The first two lines of the table pose the question. What gap does a hybrid-functional calculation give for InSb when the crystal is stretched by 2% in the 111 plane, and when it is squeezed by 5% in the xy plane? The lines below them hold other strains of the same crystal. In an epitaxial row the two in-plane directions are set, as by a substrate, and the normal relaxes; in a uniaxial row the sides are held.

Zincblende InSb (unstrained a = 6.559 Å) under strain, computed with Ansatz 0.2.0: HSE06, plane-wave PAW, 420 eV cutoff, 4×4×4 k mesh, no spin polarisation. The unstrained cell, and the atoms and free normals of the strained cells, were relaxed with r2SCAN. Changes are relative to the unstrained cell; shear is the engineering angle, and pressure is positive in compression.

```
  strain kind  strain (%)  band gap (eV)  band gap change (eV)  least direct gap change (eV)  gap kind  pressure change (GPa)
epitaxial 111           2              ?                     ?                             ?         ?                      ?
 epitaxial xy          -5              ?                     ?                             ?         ?                      ?
 epitaxial xy          -1          0.326                 0.031                         0.031    direct                   0.50
 epitaxial xy           3          0.038                -0.257                        -0.106  indirect                  -0.70
     shear xy        -0.5          0.277                -0.019                        -0.019    direct                   0.00
     shear xy         0.5          0.277                -0.019                        -0.019    direct                   0.00
 uniaxial 111         1.5          0.164                -0.131                        -0.131    direct                  -0.60
 uniaxial 111           2          0.121                -0.175                        -0.175    direct                  -0.80
```

Each change is counted from an unstrained gap of 0.296 eV. That gap lies at Γ, the centre of the Brillouin zone, between an s-like conduction level and a valence top made of three p levels of equal energy. The calculation leaves out spin-orbit coupling, which in InSb would raise the valence top by roughly 0.3 eV and nearly close the gap. The forecasts are therefore for the computed crystal and should not be read as gaps of a real film.

The first filled line is the mild squeeze, epitaxial xy at −1%. The normal expands by nearly 1%, the volume shrinks by about 1%, and the gap widens by 0.03 eV. Widening is what theory expects of a smaller volume: the s-like conduction level is antibonding between neighbours and climbs steeply as they approach, while the p levels move much less. But the squeeze also makes the normal differ from the sides, and this one row cannot separate the two effects.

At +3% in the same plane the crystal seems to have entered another state. The printed gap is only 0.038 eV and indirect, because a search off the mesh found the valence top at a point just beside Γ, yet the gap at Γ itself is 0.190 eV (0.296 − 0.106). The pressure has changed by −0.7 GPa, where the volume alone would give about −1.05 GPa. Both signs fit a swap at Γ, in which the s-like level has sunk below the highest p level and is now filled. The s level sinks as the cell expands, so once filled it pushes outward and weakens the pull. The swap is inferred, since no orbital characters confirm it, and the pressure is weak support because the stresses are flagged as loosely converged in every row. The row is kept out of the calibration.

The shear rows isolate the second effect. The volume hardly changes, yet the gap falls by 0.019 eV for either sign of shear; the two cells are equivalent by symmetry and count as one result. The orbital energies show the conduction edge standing still while the valence top rises. The p shell of a single atom in a field of low symmetry does the same: its three levels spread about a fixed mean, and a gap measured from the highest can only shrink. The analogy covers the spreading alone, because the atom has no s level that sinks with volume and trades places with the p shell.

The uniaxial 111 rows combine both effects. Stretching along an axis puts two of the p levels on top and one below, so the top rises by a third of the splitting. The shear row implies a splitting of 111 meV at 1.5% stretch, and the occupations of the levels in that run give 108 meV. With the valence part known, the rest of the narrowing can be assigned to volume.

These steps make a small model:

gap = 0.296 eV − 6.34 eV × ln(V/V₀) − rise

rise = w × δ/3 if the axis is stretched relative to the sides

rise = w × 2|δ|/3 if it is shortened

Here V/V₀ is the volume relative to the unstrained cell, δ is the logarithmic strain along the axis less that across it, and w is the splitting per unit of δ. The factor of two appears because a shortened axis puts the single level on top, and that level moves twice as far from the mean as the pair. Shear sets w to 7.44 eV for the 111 axis, the two 111 stretches then set the volume slope, and the −1% row sets w to 5.37 eV for the xy plane. Those rows are reproduced by construction and are no test; the analysis printed after the text gives the details.

The 5% squeeze can now be worked through. If the normal responds as at −1%, it expands by 4.85%:

ln(V/V₀) = 2 ln 0.95 + ln 1.0485 = −0.055

δ = ln 1.0485 − ln 0.95 = 0.099

gap = 0.296 + 6.34 × 0.055 − 5.37 × 0.099/3 ≈ 0.47 eV

The forecast is 0.47 eV, with a range of 0.37 to 0.57 eV, and a direct gap at Γ. Volume wins over splitting, but splitting takes back half of what volume gives. The range is wide because the gap is a difference of two large effects, one of them scaled up from a single row. A normal strain larger by a tenth would already lower the result by 0.04 eV.

For the 2% stretch in the 111 plane, the stiffness found in the shear and 111 rows implies that the normal shrinks by 1.3% and the volume grows by 2.7%. Both effects now narrow the gap, and the single p level is on top. Volume takes away 0.17 eV and the valence rise 0.16 eV, which leaves a signed gap of −0.04 eV. A printed gap cannot be negative, so the forecast is a closed or nearly closed gap. The remnant seen at +3% in the xy plane serves as its value: 0.04 eV, range 0 to 0.12 eV.

The withheld rows as computed:

```
  strain kind  strain (%)  band gap (eV)  band gap change (eV)  least direct gap change (eV)  gap kind  pressure change (GPa)
epitaxial 111           2          0.243                -0.053                        -0.053    direct                  -0.80
 epitaxial xy          -5          0.371                 0.076                         0.076    direct                   2.50
```

The 5% squeeze gives 0.371 eV, just inside the lower end of the range and 0.10 eV below the central value. The gap is direct and lies at Γ, as forecast. A straight line in volume alone, fitted to all the known rows except +3%, would have put this gap near 0.73 eV, about twice the computed one. So volume alone cannot describe the squeeze, and even the model leaves too much widening.

Five times the strain brought only about half of five times the widening. The normal is a minor cause: it expanded by 4.96% against the assumed 4.85%, which costs about 0.01 eV. The orbital energies at Γ show where the miss lies. The p levels split by 0.625 eV where the model has 0.530 eV, and the s level rises above their mean by 0.284 eV where the model has 0.350 eV. Faster splitting thus makes about a third of the miss and the weaker volume term about two thirds.

The 111 forecast fails. The computed gap is 0.243 eV, against a forecast of 0.04 eV and an upper limit of 0.12 eV. Even the line in volume alone, at about 0.08 eV, came closer. Part of the miss lies in the comparison: the borrowed value came from a search off the mesh that the 111 output does not list, and at Γ the +3% cell has 0.190 eV, only 0.05 eV from the 111 value. The 111 run is also the only one with fixed rather than smeared occupations. The sum of volume and splitting, which served for the squeeze, does not describe this cell as it stands.

The size of the miss still narrows the choices. The estimated growth in volume alone would leave about 0.13 eV, and splitting the p levels can only reduce that. In the model, then, a gap of 0.243 eV is out of reach as long as the levels keep their usual order. Either they have swapped and the printed gap is the distance between them in reverse order, or something that the model omits holds them apart.

A swap would make the printed number deceptive. After it, the two bands come closest near Γ, between the points of a coarse mesh, so the least gap over the sampled points is only an upper bound. The hybrid functional may also exaggerate the distance, because its exchange term lowers filled levels relative to empty ones and a coarse mesh gives Γ too much weight. The +3% row points the same way, with a gap at Γ about 0.10 eV larger than the size of the model's negative gap, but here the excess would have to be 0.21 eV. The pressure leans the same way, though with stresses this loosely converged the shortfall may not be real: it changes by −0.8 GPa, where the estimated volume would give about −1.09 GPa. Part of that shortfall is the ordinary softening of an expanded crystal, and the rest is well below the rough 0.45 GPa that one fully swapped level would add. The gap kind, direct here and indirect at +3%, decides nothing, since only the +3% cell shows a valence top sought off the mesh. The reading is therefore supported but not shown.

The other possibility is mixing. Strain along 111 gives the s-like level and the single p level the same symmetry, so they can repel each other instead of crossing; the xy strain keeps them distinct. The uniaxial 111 rows have that symmetry too, and the 1.5% splitting shows no clear sign of repulsion. A repulsion strong enough to make the whole gap here would, if it scales with δ, add about 11 meV to that splitting, yet the occupations put it 3 meV below the value from shear. Shear in xy also lets the s level mix with the p level along z, and there the conduction edge moves by less than 0.1 meV. Repulsion alone is therefore the less likely cause, though it may act together with a swap.

What remains open is the character of the two levels on either side of the gap at Γ in the stretched 111 cell. If the filled one is s-like, the gap of 0.243 eV belongs to an inverted crystal; if it is p-like, the model lacks a strong repulsion; and if both are mixtures, the sign of the gap has lost its meaning.

Printed output of the fit:

```
Trigonal valence splitting per unit strain difference in eV: 7.438
Tetragonal valence splitting per unit strain difference in eV: 5.37
Gap slope per unit of ln volume in eV: -6.341
Splitting at uniaxial 111 1.5 % expected from the shear rows in meV: 110.7
Splitting at uniaxial 111 1.5 % read from occupations in meV: 107.7
Normal contraction over side stretch for epitaxial 111: 0.6412
Shift of the gap at epitaxial xy -5 % if normal strain is a tenth larger in meV: -39.43
Gap at epitaxial xy -5 % by simple proportion from -1 % in eV: 0.4506
Unstrained L valley above the valence top in eV: 1.071
Model signed gap less inferred inverted gap at epitaxial xy 3 % in eV: 0.09638
Pressure change at epitaxial xy 3 % expected from volume in GPa: -1.051
Pressure change at epitaxial xy 3 % computed in GPa: -0.6874
Rough extra pressure from one swapped level at Gamma on this mesh in GPa: 0.4501
Forecast less computed gap for epitaxial 111 2 % in eV: -0.205
Model of the gap:
            row  normal strain %  ln volume %  valence rise meV  model signed gap eV  computed gap eV     miss eV
  epitaxial 111           -1.282         2.67             162.2             -0.03591            0.243     -0.2789
   epitaxial xy            4.849       -5.524             176.6               0.4693            0.371     0.09829
   epitaxial xy           0.9698       -1.045             35.26               0.3266            0.326     0.00058
   epitaxial xy           -3.283        2.574             225.3             -0.09294            0.038     -0.1309
       shear xy                0            0             18.59                0.277            0.277    -1.4e-05
       shear xy                0            0             18.59                0.277            0.277    -1.4e-05
   uniaxial 111              1.5        1.489             36.91               0.1643            0.164   0.0002525
   uniaxial 111                2         1.98             49.09               0.1209            0.121  -9.245e-05
fit of band_gap_change on 5 rows (~(exy & (strain > 2))): coefficient of lnv -7.939 +/- 1.2; rms 0.0279, worst epitaxial xy 0.052, leave-one-out rms 0.0356
  rows outside the fit (model, value, miss): epitaxial 111 -0.2119, -0.053, -0.159; epitaxial xy 0.4385, 0.076, 0.363; epitaxial xy -0.2043, -0.257, 0.0527
```
